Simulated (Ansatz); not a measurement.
# The blue phosphorene bilayer (AB) between two gates, part 2 of 3

How do the bands of the blue phosphorene bilayer (AB) follow a displacement field between two gates?

Ansatz 0.2.0; plane-wave DFT, PBE-D3(BJ), Ansatz PAW.

So far. Step 2 (Relaxing the slab): The lattice constant a goes from 3.280 to 3.257 Å.

## 3. Gated layer, displacement field 0

The slab is cut off from its images along the normal. Two sheets of opposite charge stand for the gates, so the stack stays neutral in a displacement field; barriers ahead of the sheets keep electrons from leaking to them. The uncharged case sets the zero.

The cell differs from the one that the last finished run ended in (c 35.160 → 41.523 Å).

input.yaml

```yaml
crystal:
  lattice:
    - [3.257261394, 0.0, 0.0]
    - [-1.628630697, 2.820871114, 0.0]
    - [0.0, 0.0, 41.5234980374]
  atoms:
    - { symbol: P, position: [0.6666666667, 0.3333333333, 0.4298770779] }
    - { symbol: P, position: [0.3333333333, 0.6666666667, 0.4598086792] }
    - { symbol: P, position: [0.0, 0.0, 0.5401913208] }
    - { symbol: P, position: [0.6666666667, 0.3333333333, 0.5701229221] }
  periodic: [true, true, false]
  symmetry: { detect: true }
kpoints:
  mp_grid: { grid: [54, 54, 1] }
  band_path:
    path: [[0, 0, 0], [0.5, 0, 0], [0.33333333, 0.33333333, 0], [0, 0, 0]]
    npoints: 16
hamiltonian:
  xc: pbe
  dispersion: d3bj
scf:
  occupations: { method: fermi_dirac, width: 0.02585 }
  convergence: { dr2_threshold: 1.0e-10 }
output:
  forces: true
  eigenvalues: true
  dos: { projected: true, e_range: [-3, 3], de: 0.01 }
  write_potential: true
  write_density: true
  volumetric_format: npy
  elf: true
external_charges:
  - { charge: 0, barrier: 10, axis: 3, height: 27.173, sigma: 0.25 }
  - { charge: 0, barrier: 10, axis: 3, height: 14.35, sigma: 0.25 }
```

Run with:

```sh
ansatz run input.yaml --threads 4 --pin off --max-ram 6144MiB --backend cpu --events-out ev --progress --plain --runs-dir out
```

Numbers of over 12 decimals in the logs are rounded to 6 here.

The log of the run:

```text
[...]
Crystal: 4 atoms, lattice volume = 381.531 Å³
Basis set: ecut = 420 eV, 7603 PW (Γ), exchange–correlation on 48×48×576 points (8 copies of the dense FFT grid, shifted against one another)
Bands: 14, of which v1, the nominal top of the filled ones, is band 10 counted from 1 (9 counted from 0)
Symmetry: 6 space group operations
k-points: 271 of 2916 (time reversal used)
[...]
SCF iter   1: F=—  HF=-3023.639274 eV  |F-HF|=—  |Δ(HF+E_count)|=         —  Δρ=1.11e-3  dr2=2.17e-2  ethr=1.77e-3  ⟨swp⟩=15.6  Hψ=49508  notcnv=0
[...]
SCF iter  12: F=-3023.637680 eV  HF=-3023.637680 eV  |F-HF|=7.28e-12  |Δ(HF+E_count)|=  5.46e-12  Δρ=3.12e-8  dr2=1.64e-11  ethr=1.00e-12  ⟨swp⟩=9.9  Hψ=26629  notcnv=0
SCF 1 converged in 12 iterations: F = -3023.637680 eV  dr2 = 1.64e-11
[...]
NSCF: frozen V_eff on 49 k-points
WARN: The output density's exchange-correlation potential varies sharply where the density is thin. Do not read a vacuum level from v_tot or v_xc, or from such a field of the output density. On a cell that repeats whose density bears no net charge and no dipole along the vacuum's axis use v_es (v_loc + v_h of the components); under efield.dipole_correction with no amplitude use v_es + v_field, which holds any externa [...]
SCF converged after 12 iterations
Free energy (F): -3023.637680 eV
[...]
Internal energy: -3023.637680 eV  (E = F + TS)
E sigma→0 (E₀):  -3023.637680 eV
Fermi energy:    -4.965326 eV
[...]
--- Forces (eV/Å), atoms and charges each counted from 1 ---
  atom   1  P     -0.00000000     0.00000000     0.00376493
  atom   2  P      0.00000000    -0.00000000     0.00539216
  atom   3  P      0.00000000     0.00000000    -0.00539415
  atom   4  P      0.00000000    -0.00000000    -0.00377526
  external charge   1     0.00000000     0.00000000     0.00873330
  external charge   2     0.00000000     0.00000000    -0.00872130
  max |Σ_I F_I| component, the external charges' with the atoms': 3.16e-7 eV/Å
--- Band table (eV; the first three rows and the last of 271) ---
  k-point 0: bands = [... 6 lower, -6.2027, -6.1990, -6.1990, -5.7250, -2.2154, -2.2154, -2.2017, -2.1231]
  k-point 1: bands = [... 6 lower, -6.2523, -6.2182, -6.2114, -5.7213, -2.2307, -2.1978, -2.1502, -2.1359]
  k-point 2: bands = [... 6 lower, -6.4053, -6.2616, -6.2499, -5.7117, -2.2793, -2.1855, -2.1460, -2.0497]
  k-point 270: bands = [... 6 lower, -7.9858, -7.9550, -7.9550, -7.7938, -4.0086, -4.0085, -1.2953, -0.6103]
```

Run time: 55 s. Hardware: 4 threads of Arm Neoverse V2, shared host; peak memory 1.6 GiB.

The column dr2 measures how far the density is from self-consistency, as an energy; F and HF (Harris–Foulkes) agree once it is small.

This step gave:

```yaml
gap_on_the_k_mesh: 1.154 eV
gap_along_the_path: 1.157 eV
smallest_direct_gap_along_the_path: 1.707 eV
gap_the_smaller_of_path_and_mesh: 1.154 eV
potential_beyond_the_upper_barrier_and_gate_less_the_barrier_from_the_fermi_level: 4.965 eV
```

Running mean over a fixed 2.7 Å (it still follows the layers) of the planar mean; beyond a gate it holds the 10 eV model barrier. The electron's electrostatic potential energy less the Fermi level by z:

z (Å), electron's electrostatic potential energy less the Fermi level (eV) and a bar from the least value:
```
        4       15.0 ##############################
        5       15.0 ##############################
        6       15.0 ##############################
        7       15.0 ##############################
        8       15.0 ##############################
        9       15.0 ##############################
       10       15.0 ##############################
       11       15.0 ##############################
       12       15.0 ##############################
       13       14.6 ##############################
       14       11.2 #########################
       15        7.5 #####################
       16        3.5 ################
       17       -2.5 #########
       18       -8.3 ##
       19       -8.0 ##
       20       -2.4 #########
       21       -0.2 ###########
       22       -4.9 ######
       23       -9.6 
       24       -5.5 #####
       25        0.5 ############
       26        5.4 ##################
       27        9.3 #######################
       28       13.0 ############################
       29       15.0 ##############################
       30       15.0 ##############################
       31       15.0 ##############################
       32       15.0 ##############################
       33       15.0 ##############################
       34       15.0 ##############################
       35       15.0 ##############################
       36       15.0 ##############################
       37       15.0 ##############################
       38       15.0 ##############################
```

The density of states has structure finer than the step of the table below, so its rows give means over 0.1 eV, whole bins alone (the curve runs from -3 to 2.52 eV). Peaks (eV: height): -2.22: 4.36, -2.14: 4.15, -1.68: 6.46, -0.62: 7.80, 1.47: 4.07, 1.75: 3.30, 2.29: 3.65.

Table of density of states by energy, zero at the Fermi level of the run, which the smearing sets inside the gap; means over each step:

energy (eV), density of states (states/eV a cell) and a bar:
```
     -2.9       1.36 ########
     -2.8       2.05 #############
     -2.7       2.63 ################
     -2.6       2.12 #############
     -2.5       1.95 ############
     -2.4       1.94 ############
     -2.3       2.51 ################
     -2.2       3.39 #####################
     -2.1       3.47 ######################
     -2.0       2.97 ###################
     -1.9       3.20 ####################
     -1.8       3.46 ######################
     -1.7       4.80 ##############################
     -1.6       2.99 ###################
     -1.5       1.24 ########
     -1.4       1.21 ########
     -1.3       1.18 #######
     -1.2       0.78 #####
     -1.1       0.74 #####
     -1.0       0.77 #####
     -0.9       0.83 #####
     -0.8       1.03 ######
     -0.7       2.67 #################
     -0.6       2.94 ##################
     -0.5       0.00 
     -0.4       0.00 
     -0.3       0.00 
     -0.2       0.00 
     -0.1       0.00 
      0.0       0.00 
      0.1       0.00 
      0.2       0.00 
      0.3       0.00 
      0.4       0.00 
      0.5       0.01 
      0.6       0.62 ####
      0.7       0.80 #####
      0.8       0.85 #####
      0.9       0.92 ######
      1.0       2.14 #############
      1.1       2.39 ###############
      1.2       2.28 ##############
      1.3       2.40 ###############
      1.4       2.69 #################
      1.5       3.12 ###################
      1.6       2.16 #############
      1.7       2.21 ##############
      1.8       2.61 ################
      1.9       2.39 ###############
      2.0       2.43 ###############
      2.1       2.62 ################
      2.2       2.59 ################
      2.3       3.17 ####################
      2.4       2.38 ###############
```

Projected DOS per atom over height of the atomic layer and energy from the Fermi level. Layers: P P P P from below.

Values in states/eV, 22 rows by 4 columns, each cell a mean:
```
0.56 0.57 0.57 0.56
0.58 0.60 0.60 0.58
0.52 0.53 0.53 0.52
0.51 0.50 0.50 0.51
0.62 0.60 0.60 0.62
0.50 0.50 0.50 0.50
0.29 0.28 0.28 0.29
0.15 0.14 0.14 0.15
0.00 0.00 0.00 0.00
0.00 0.00 0.00 0.00
0.00 0.00 0.00 0.00
0.00 0.00 0.00 0.00
0.47 0.51 0.51 0.47
0.23 0.25 0.25 0.23
0.18 0.19 0.19 0.18
0.29 0.29 0.29 0.29
0.83 0.75 0.75 0.83
0.86 0.78 0.78 0.86
0.82 0.78 0.78 0.82
0.53 0.52 0.52 0.53
0.60 0.53 0.53 0.60
0.39 0.37 0.37 0.39
```
Columns: height of the atomic layer (Å) from 17.9 to 23.7 (not evenly spaced); rows upwards: energy from the Fermi level (eV) from -2.98 to 2.52.

The electronic bands at the labelled points (eV, zero at the Fermi level of the run, which the smearing sets inside the gap):

```csv
point,band 7,band 8,band 9,band 10,band 11,band 12,band 13,band 14
Γ,-1.24,-1.23,-1.23,-0.76,2.75,2.75,2.76,2.84
halfway,-2.63,-2.58,-1.73,-0.72,1.09,1.23,3.64,4.09
M,-3.46,-3.41,-2.89,-2.25,0.75,0.95,1.74,2.91
halfway,-3.78,-3.75,-2.74,-2.25,1.38,2.18,2.98,3.14
K,-3.02,-2.99,-2.99,-2.83,0.96,0.96,3.67,4.36
halfway,-3.94,-3.90,-1.62,-0.75,2.16,2.67,3.06,3.18
Γ,-1.24,-1.23,-1.23,-0.76,2.75,2.75,2.76,2.84
```

Electrostatic potential energy in the ca plane at fractional y = 0.333, with atoms of P within 0.2 Å of it. With pseudopotentials it is smooth inside the atoms' cores, unlike the true potential.

Ten even steps from '0' (-60 eV) to '9' (10 eV), each cell a mean:
```
99999988888876446777888888777645678888889999
99999988888862003678888888876200378888889999
99999988888750001678888888875000168888889999
99999988888862004778888888876200478888889999
99999988888876556777888888777655678888889999
99999988888887777667788887767777888888889999
99999988888888877667788887666778888888889999
99999988888887777777888887767777788888889999
```
Columns run along c (16.0 Å, from fractional 0.31 to 0.69 of the cell; values clipped at the 3rd and 97th percentile), rows up along a (3.3 Å). Atoms in or near the plane, at fractional coordinates: P at (0.43, 0.67), P at (0.57, 0.67).

ELF in the ca plane at fractional y = 0.333, with atoms of P within 0.2 Å of it. It is the smooth field of the valence electrons, not physical close to the nuclei.

Ten even steps from '0' (0.00) to '9' (0.97), each cell a mean:
```
00000000247888777654210023457777888631000000
00000001479997226531000001246523999863100000
00000002589996003421000000135201999974100000
00000001479998336531100001246534999863100000
00000000136788777654310023457777887531000000
00000000001234456666630146666654432100000000
00000000000001235667740157765431100000000000
00000000001344566666630146666655432100000000
```
Columns run along c (16.0 Å, from fractional 0.31 to 0.69 of the cell), rows up along a (3.3 Å). Atoms in or near the plane, at fractional coordinates: P at (0.43, 0.67), P at (0.57, 0.67).

Valence density in the ca plane at fractional y = 0.333, with atoms of P within 0.2 Å of it. It is the smooth field of the valence electrons, not physical close to the nuclei.

Ten even steps from '0' (0.00 e/Å³) to '9' (0.74 e/Å³), each cell a mean:
```
00000000000136787532100001246887521000000000
00000000000278568521000000136856951000000000
00000000001388237521000000136623962000000000
00000000000268678521000000136867841000000000
00000000000135777532100001246776420000000000
00000000000012345543210012455542100000000000
00000000000001234554210013455421100000000000
00000000000012345543200012455543210000000000
```
Columns run along c (16.0 Å, from fractional 0.31 to 0.69 of the cell), rows up along a (3.3 Å). Atoms in or near the plane, at fractional coordinates: P at (0.43, 0.67), P at (0.57, 0.67).

The gap, the smaller of path and mesh, is 1.154 eV.

## 4. Gated layer, displacement field 0.543 V/nm

Edit input.yaml of step 3 so:

```diff
@@ -26,3 +26,2 @@
   eigenvalues: true
-  dos: { projected: true, e_range: [-3, 3], de: 0.01 }
   write_potential: true
@@ -30,5 +29,6 @@
   volumetric_format: npy
-  elf: true
 external_charges:
   - { charge: 0, barrier: 10, axis: 3, height: 27.173, sigma: 0.25 }
+  - { charge: -0.002756, axis: 3, height: 28.673, sigma: 0.5 }
   - { charge: 0, barrier: 10, axis: 3, height: 14.35, sigma: 0.25 }
+  - { charge: 0.002756, axis: 3, height: 12.85, sigma: 0.5 }
```

The log of the run:

```text
[...]
Crystal: 4 atoms, lattice volume = 381.531 Å³
Basis set: ecut = 420 eV, 7603 PW (Γ), exchange–correlation on 48×48×576 points (8 copies of the dense FFT grid, shifted against one another)
Bands: 14, of which v1, the nominal top of the filled ones, is band 10 counted from 1 (9 counted from 0)
Symmetry: 6 space group operations
k-points: 271 of 2916 (time reversal used)
[...]
SCF iter   1: F=—  HF=-3023.833301 eV  |F-HF|=—  |Δ(HF+E_count)|=         —  Δρ=1.74e-2  dr2=8.66e-1  ethr=3.10e-3  ⟨swp⟩=15.5  Hψ=48392  notcnv=0
[...]
SCF iter  13: F=-3023.637099 eV  HF=-3023.637099 eV  |F-HF|=1.06e-10  |Δ(HF+E_count)|=  3.77e-11  Δρ=5.80e-8  dr2=8.89e-11  ethr=1.00e-12  ⟨swp⟩=11.5  Hψ=38146  notcnv=0
SCF 1 converged in 13 iterations: F = -3023.637099 eV  dr2 = 8.89e-11
[...]
SCF converged after 13 iterations
Free energy (F): -3023.637099 eV
[...]
Internal energy: -3023.637099 eV  (E = F + TS)
E sigma→0 (E₀):  -3023.637099 eV
Fermi energy:    -4.965728 eV
[...]
--- Forces (eV/Å), atoms and charges each counted from 1 ---
  atom   1  P      0.00000000     0.00000000     0.00443950
  atom   2  P      0.00000000    -0.00000000     0.00499950
  atom   3  P      0.00000000     0.00000000    -0.00587405
  atom   4  P      0.00000000    -0.00000000    -0.00300827
  external charge   1     0.00000000     0.00000000     0.00845413
  external charge   2     0.00000000     0.00000000    -0.00007491
  external charge   3     0.00000000     0.00000000    -0.00901067
  external charge   4     0.00000000     0.00000000     0.00007466
  max |Σ_I F_I| component, the external charges' with the atoms': 1.12e-7 eV/Å
--- Band table (eV; the first three rows and the last of 271) ---
  k-point 0: bands = [... 6 lower, -6.2217, -6.1803, -6.1803, -5.7249, -2.2199, -2.2199, -2.2070, -2.1181]
  k-point 1: bands = [... 6 lower, -6.2359, -6.2350, -6.1941, -5.7211, -2.2352, -2.2022, -2.1552, -2.1320]
  k-point 2: bands = [... 6 lower, -6.3897, -6.2773, -6.2345, -5.7115, -2.2838, -2.1813, -2.1504, -2.0456]
  k-point 270: bands = [... 6 lower, -7.9889, -7.9733, -7.9370, -7.7910, -4.0292, -3.9882, -1.2957, -0.6327]
```

Wall time 53 s (4 threads); peak memory 1.6 GiB; 3.5 min of CPU time.

Numbers from this step:

```
gap on the k-mesh                                                                   : 1.152 eV
gap along the path                                                                  : 1.156 eV
smallest direct gap along the path                                                  : 1.705 eV
gap, the smaller of path and mesh                                                   : 1.152 eV
potential beyond the upper barrier and gate, less the barrier, from the Fermi level : 5.192 eV
```

The electronic bands at the labelled points (eV, zero at the Fermi level of the run, which the smearing sets inside the gap):

```csv
point,band 7,band 8,band 9,band 10,band 11,band 12,band 13,band 14
Γ,-1.26,-1.21,-1.21,-0.76,2.75,2.75,2.76,2.85
halfway,-2.63,-2.58,-1.73,-0.72,1.09,1.24,3.64,4.09
M,-3.47,-3.40,-2.89,-2.24,0.75,0.95,1.74,2.92
halfway,-3.79,-3.74,-2.74,-2.24,1.38,2.18,2.98,3.14
K,-3.02,-3.01,-2.97,-2.83,0.94,0.98,3.67,4.33
halfway,-3.95,-3.89,-1.62,-0.74,2.16,2.67,3.06,3.19
Γ,-1.26,-1.21,-1.21,-0.76,2.75,2.75,2.76,2.85
```

The gap, the smaller of path and mesh, is 1.152 eV.

## 5. Gated layer, displacement field 1.09 V/nm

Edit input.yaml of step 4 so:

```diff
@@ -31,4 +31,4 @@
   - { charge: 0, barrier: 10, axis: 3, height: 27.173, sigma: 0.25 }
-  - { charge: -0.002756, axis: 3, height: 28.673, sigma: 0.5 }
+  - { charge: -0.005513, axis: 3, height: 28.673, sigma: 0.5 }
   - { charge: 0, barrier: 10, axis: 3, height: 14.35, sigma: 0.25 }
-  - { charge: 0.002756, axis: 3, height: 12.85, sigma: 0.5 }
+  - { charge: 0.005513, axis: 3, height: 12.85, sigma: 0.5 }
```

The log of the run:

```text
[...]
Crystal: 4 atoms, lattice volume = 381.531 Å³
Basis set: ecut = 420 eV, 7603 PW (Γ), exchange–correlation on 48×48×576 points (8 copies of the dense FFT grid, shifted against one another)
Bands: 14, of which v1, the nominal top of the filled ones, is band 10 counted from 1 (9 counted from 0)
Symmetry: 6 space group operations
k-points: 271 of 2916 (time reversal used)
[...]
--- Band table (eV; the first three rows and the last of 271) ---
  k-point 0: bands = [... 6 lower, -6.2428, -6.1602, -6.1602, -5.7244, -2.2315, -2.2315, -2.2203, -2.1059]
  k-point 1: bands = [... 6 lower, -6.2568, -6.2150, -6.1741, -5.7206, -2.2470, -2.2138, -2.1681, -2.1214]
  k-point 2: bands = [... 6 lower, -6.3699, -6.2981, -6.2148, -5.7111, -2.2955, -2.1706, -2.1620, -2.0350]
  k-point 270: bands = [... 6 lower, -7.9979, -7.9920, -7.9193, -7.7831, -4.0502, -3.9683, -1.2971, -0.6556]
[key lines of the parts left out:]
SCF converged after 14 iterations
Free energy (F): -3023.635356 eV
Fermi energy:    -4.967000 eV
```

Run time: 57 s. Hardware: 4 threads; peak memory 1.6 GiB; 3.7 min of CPU time.

Electronic bands along the path, in eV, zero at the Fermi level of the run, which the smearing sets inside the gap:

| point | band 7 | band 8 | band 9 | band 10 | band 11 | band 12 | band 13 | band 14 |
| --- | --- | --- | --- | --- | --- | --- | --- | --- |
| Γ | -1.28 | -1.19 | -1.19 | -0.76 | 2.74 | 2.74 | 2.75 | 2.86 |
| halfway | -2.65 | -2.56 | -1.73 | -0.72 | 1.08 | 1.24 | 3.63 | 4.09 |
| M | -3.48 | -3.39 | -2.89 | -2.24 | 0.75 | 0.96 | 1.74 | 2.92 |
| halfway | -3.81 | -3.72 | -2.74 | -2.24 | 1.38 | 2.18 | 2.98 | 3.14 |
| K | -3.03 | -3.02 | -2.95 | -2.82 | 0.92 | 1.00 | 3.67 | 4.31 |
| halfway | -3.96 | -3.87 | -1.62 | -0.74 | 2.16 | 2.68 | 3.05 | 3.19 |
| Γ | -1.28 | -1.19 | -1.19 | -0.76 | 2.74 | 2.74 | 2.75 | 2.86 |

The gap, the smaller of path and mesh, is 1.149 eV.

## 6. Gated layer, displacement field 2.17 V/nm

Edit input.yaml of step 5 so:

```diff
@@ -26,2 +26,3 @@
   eigenvalues: true
+  dos: { projected: true, e_range: [-3, 3], de: 0.01 }
   write_potential: true
@@ -29,6 +30,7 @@
   volumetric_format: npy
+  elf: true
 external_charges:
   - { charge: 0, barrier: 10, axis: 3, height: 27.173, sigma: 0.25 }
-  - { charge: -0.005513, axis: 3, height: 28.673, sigma: 0.5 }
+  - { charge: -0.011026, axis: 3, height: 28.673, sigma: 0.5 }
   - { charge: 0, barrier: 10, axis: 3, height: 14.35, sigma: 0.25 }
-  - { charge: 0.005513, axis: 3, height: 12.85, sigma: 0.5 }
+  - { charge: 0.011026, axis: 3, height: 12.85, sigma: 0.5 }
```

The log of the run:

```text
[...]
Crystal: 4 atoms, lattice volume = 381.531 Å³
Basis set: ecut = 420 eV, 7603 PW (Γ), exchange–correlation on 48×48×576 points (8 copies of the dense FFT grid, shifted against one another)
Bands: 14, of which v1, the nominal top of the filled ones, is band 10 counted from 1 (9 counted from 0)
Symmetry: 6 space group operations
k-points: 271 of 2916 (time reversal used)
[...]
--- Band table (eV; the first three rows and the last of 271) ---
  k-point 0: bands = [... 6 lower, -6.2859, -6.1212, -6.1212, -5.7225, -2.2658, -2.2658, -2.2570, -2.0751]
  k-point 1: bands = [... 6 lower, -6.2999, -6.1760, -6.1351, -5.7188, -2.2815, -2.2481, -2.2046, -2.0911]
  k-point 2: bands = [... 6 lower, -6.3410, -6.3309, -6.1759, -5.7092, -2.3300, -2.1962, -2.1407, -2.0513]
  k-point 270: bands = [... 6 lower, -8.0304, -8.0284, -7.8852, -7.7565, -4.0931, -3.9296, -1.3028, -0.7024]
[key lines of the parts left out:]
SCF converged after 13 iterations
Free energy (F): -3023.628385 eV
Fermi energy:    -4.971926 eV
```

It took 59 s on 4 threads; peak memory 1.6 GiB.

The gap, the smaller of path and mesh, is 1.134 eV.

(Part 2 of 3 ends here.)

[Logs are printed without paths, hosts, clocks, repeated set-up lines and the standing remarks that a program may print on its own settings, such as how far it seeks lower states.]

[Hosts, paths, dates, database ids (printed as entryN), source tags and the programs' standing remarks are cut or masked in the printed files.]

[Maps of the electrostatic potential energy from Ansatz leave out the sawtooth potential of an applied field or a dipole correction, so their vacuum need not be flat; planar profiles and work functions include it.]
